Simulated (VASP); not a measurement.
# CuI2 (Fm-3m) in VASP: notebook, part 2 of 2

VASP 6.6.1. The steps go on from the part before.

## (4) Single point, LDA, collinear spin, antiferromagnetic start

This run uses another cell than the first one: it holds 6 atoms, not 3.

Input file INCAR:

```
SYSTEM = CuI2
  PREC = Accurate
  ENCUT = 520
  EDIFF = 1E-6
  ISMEAR = 0
  SIGMA = 0.05
  LREAL = .FALSE.
  LASPH = .TRUE.
  NELM = 60
  ALGO = Fast
  ISIF = 2
  LWAVE = .FALSE.
  LCHARG = .FALSE.
  ISPIN = 2
  MAGMOM = 0.6 -0.6 0 0 0 0
  LORBIT = 11
  LMAXMIX = 4
  GGA = CA
  NBANDS = 38
```

Input file KPOINTS:

```
Automatic mesh
0
G
  5 5 5
  0 0 0
```

Input file POSCAR:

```
CuI2
1.0
    3.5112550600      3.5112550600      7.0225101200
    3.5112550600     -3.5112550600      0.0000000000
    3.5112550600      3.5112550600      0.0000000000
Cu I
2 4
Direct
    0.0000000000      0.0000000000      0.0000000000
    0.5000000000      0.5000000000      0.0000000000
    0.2500000000      0.0000000000      0.2500000000
    0.7500000000      0.5000000000      0.2500000000
    0.7500000000      0.0000000000      0.7500000000
    0.2500000000      0.5000000000      0.7500000000
```

Potentials or basis: VASP PAW LDA potentials, release 64 (Cu, I).

Command:

```bash
$ cat potpaw_LDA.64/Cu/POTCAR potpaw_LDA.64/I/POTCAR > POTCAR
$ mpirun -np 1 vasp_std > vasp.out
```

OUTCAR:

```text
SYSTEM = CuI2
   PREC = Accurate
   ENCUT = 520
   EDIFF = 1E-6
   ISMEAR = 0
   LREAL = .FALSE.
   LASPH = .TRUE.
   NELM = 60
   ISIF = 2
   ISPIN = 2
   LORBIT = 11
   GGA = CA

 ion  position               nearest neighbor table
   1  0.000  0.000  0.000-   5 3.04   3 3.04   4 3.04   5 3.04   6 3.04   3 3.04   4 3.04   6 3.04

   2  0.500  0.500  0.000-   6 3.04   3 3.04   4 3.04   5 3.04   6 3.04   4 3.04   3 3.04   5 3.04

   3  0.250  0.000  0.250-   1 3.04   1 3.04   2 3.04   2 3.04   5 3.51   6 3.51   6 3.51   6 3.51
                             6 3.51   5 3.51
   4  0.750  0.500  0.250-   2 3.04   1 3.04   2 3.04   1 3.04   5 3.51   6 3.51   5 3.51   5 3.51
                             5 3.51   6 3.51
   5  0.750  0.000  0.750-   1 3.04   2 3.04   1 3.04   2 3.04   3 3.51   4 3.51   4 3.51   4 3.51
                             4 3.51   3 3.51
   6  0.250  0.500  0.750-   1 3.04   2 3.04   2 3.04   1 3.04   3 3.51   4 3.51   3 3.51   3 3.51
[... 1706 lines left out ...]
      5.26688      1.75563      5.26688         0.000000      0.000000     -0.000000
      5.26688      5.26688      5.26688         0.000000     -0.000000      0.000000
      5.26688      1.75563      1.75563         0.000000     -0.000000      0.000000
 -----------------------------------------------------------------------------------
    total drift:                               -0.000000      0.000000      0.000000

  FREE ENERGIE OF THE ION-ELECTRON SYSTEM (eV)
  ---------------------------------------------------
  free  energy   TOTEN  =       -15.1260943035 eV

  energy  without entropy=      -15.1159259825  energy(sigma->0) =      -15.12101014

 total charge

# of ion       s       p       d       tot
------------------------------------------
    1        0.247   0.160   9.322   9.729
    2        0.247   0.160   9.322   9.729
    3        1.547   2.663   0.030   4.240
    4        1.547   2.663   0.030   4.240
    5        1.547   2.663   0.030   4.240
    6        1.547   2.663   0.030   4.240
--------------------------------------------------
tot          6.680  10.970  18.766  36.416

 magnetization (x)

# of ion       s       p       d       tot
------------------------------------------
    1        0.000   0.000   0.000   0.000
    2       -0.000  -0.000  -0.000  -0.000
    3        0.000   0.000   0.000   0.000
    4        0.000   0.000   0.000   0.000
    5        0.000   0.000   0.000   0.000
    6        0.000   0.000   0.000   0.000
--------------------------------------------------
tot          0.000   0.000   0.000   0.000
```

stdout:

```text
POSCAR found type information on POSCAR CuI
 POSCAR found :  2 types and       6 ions
 scaLAPACK will be used
 LDA part: xc-table for (Slater(with rela. corr.)+CA(PZ))
 , standard interpolation
 POSCAR, INCAR and KPOINTS ok, starting setup
 FFT: planning ... GRIDC
 FFT: planning ... GRID_SOFT
 FFT: planning ... GRID
 WAVECAR not read
 entering main loop
```

Wall time 4.1 min (1 thread of Intel Xeon 6975P-C (Granite Rapids), shared host); peak memory 0.34 GiB.

What came out:

- Free energy: -15.1261 eV
- Pressure: -1.9 GPa
- Band gap on the k mesh: none (metal or under the smearing width)
- Net moment: 0.00 μB per cell
- Valence electrons inside the program's atomic spheres: Cu 9.73; I 4.24

Stress tensor (GPa, compression positive):
```
-1.85  0.00  0.00
 0.00 -1.85  0.00
 0.00  0.00 -2.00
```

Caveat: semilocal functionals often make such compounds metallic where correlation or magnetic order opens a gap, which also shifts bond lengths.

## (5) Single point, LDA, collinear spin, zero start

Input file INCAR:

```
SYSTEM = CuI2
ALGO = Normal ; EDIFF = 1E-6
ENCUT = 520 ; GGA = CA
ISIF = 2 ; ISMEAR = 0
ISPIN = 2 ; LASPH = .TRUE.
LCHARG = .FALSE. ; LMAXMIX = 4
LORBIT = 11 ; LREAL = .FALSE.
LWAVE = .FALSE. ; MAGMOM = 0 0 0
NELM = 80 ; PREC = Accurate
SIGMA = 0.05
```

Input file KPOINTS:

```
k-points
0
G
  5 5 5
  0 0 0
```

Input file POSCAR:

```
CuI2
1.0
    0.0000000000      3.5112550600      3.5112550600
    3.5112550600      0.0000000000      3.5112550600
    3.5112550600      3.5112550600      0.0000000000
Cu I
1 2
Direct
    0.0000000000      0.0000000000      0.0000000000
    0.2500000000      0.2500000000      0.2500000000
    0.7500000000      0.7500000000      0.7500000000
```

Command:

```bash
$ cat potpaw_LDA.64/Cu/POTCAR potpaw_LDA.64/I/POTCAR > POTCAR
$ mpirun -np 1 vasp_std > vasp.out
```

It took 42 s on 1 thread of Intel Xeon 6975P-C (Granite Rapids), shared host; peak memory 0.2 GiB.

The run converged. Its results:

```yaml
Free_energy: -7.5747 eV
Pressure: -2.0 GPa
Band_gap_on_the_k_mesh: none (metal or under the smearing width)
Net_moment: 0.00 μB per cell
Valence_electrons_inside_the_program's_atomic_spheres: Cu 9.73; I 4.24
```

Levels at points of the mesh, in eV from the Fermi level:
Spin up:
```tsv
k point	band 11	band 12	band 13	band 14	band 15	band 16
(0.00, 0.00, 0.00)	-0.95	-0.95	-0.95	1.00	3.27	3.27
```
Spin down:
```csv
k point,band 10,band 11,band 12,band 13,band 14,band 15,band 16
"(0.00, 0.00, 0.00)",-1.00,-0.95,-0.95,-0.95,1.00,3.27,3.27
```

Caveat: semilocal functionals often make such compounds metallic where correlation or magnetic order opens a gap, which also shifts bond lengths. Spin-orbit coupling is left out, which matters for the levels of I.

## (6) Single point, LDA, collinear spin, random start

Input file INCAR:

```
SYSTEM = CuI2
PREC = Accurate
ENCUT = 520
EDIFF = 1E-6
ISMEAR = 0
SIGMA = 0.05
LREAL = .FALSE.
LASPH = .TRUE.
NELM = 80
ALGO = Normal
ISIF = 2
LWAVE = .FALSE.
LCHARG = .FALSE.
ISPIN = 2
MAGMOM = 0.53 0 0
LORBIT = 11
LMAXMIX = 4
NBANDS = 24
```

Input file KPOINTS:

```
regular mesh
0
G
  5 5 5
  0 0 0
```

POSCAR is that of step 5.

Potentials or basis: VASP PAW LDA potentials, release 64 (Cu, I).

Command:

```bash
$ cat potpaw_LDA.64/Cu/POTCAR potpaw_LDA.64/I/POTCAR > POTCAR
$ mpirun -np 1 vasp_std > vasp.out
```

It took 52 s on 1 thread of Intel Xeon 6975P-C (Granite Rapids), shared host; peak memory 0.2 GiB.

Results (log left out):

| Item | Value |
| --- | --- |
| Free energy | -7.5747 eV |
| Pressure | -2.0 GPa |
| Band gap on the k mesh | none (metal or under the smearing width) |
| Net moment | 0.00 μB per cell |
| Valence electrons inside the program's atomic spheres | Cu 9.73; I 4.24 |

Levels at points of the mesh, in eV from the Fermi level:
Spin up:
```
           k point  band 11  band 12  band 13  band 14  band 15  band 16
(0.00, 0.00, 0.00)    -0.95    -0.95    -0.95     1.00     3.27     3.27
```
Spin down:
```
           k point  band 11  band 12  band 13  band 14  band 15  band 16
(0.00, 0.00, 0.00)    -0.95    -0.95    -0.95     1.00     3.27     3.27
```

Caveat: semilocal functionals often make such compounds metallic where correlation or magnetic order opens a gap, which also shifts bond lengths. The run has no spin-orbit coupling, so splittings on I are missing.

## (7) Summary

```tsv
level	spin	U	supercell matrix	gap on the mesh (eV)	pressure (GPa)	moment (μB)
LDA+U	off	Cu d U = 3 eV	-	none	-1.9	-
LDA	collinear, ferromagnetic start	-	-	none	-1.9	0.00
LDA	collinear, antiferromagnetic start	-	[1, 1, 0, -1, 1, 0, 0, 0, 1]	none	-1.9	0.00
LDA	collinear, zero start	-	-	none	-2.0	0.00
LDA	collinear, random start	-	-	none	-2.0	0.00
```

Alike in all rows: task single point; potentials or basis VASP PAW LDA potentials, release 64 (Cu, I); cell as given; k mesh 5 × 5 × 5; cutoff (eV) 520; smearing gaussian 0.05 eV.

Every run on the cell as given and a fine mesh finds a metal.

Caveats: semilocal functionals often make such compounds metallic where correlation or magnetic order opens a gap, which also shifts bond lengths (some runs); an odd number of electrons without spin polarisation forces a metal (some runs); a magnetic or distorted state may lie lower (some runs); U without spin polarisation on a metal has little footing (some runs).

Total energies depend on the potentials used, so only differences within one code and one set of settings carry meaning.
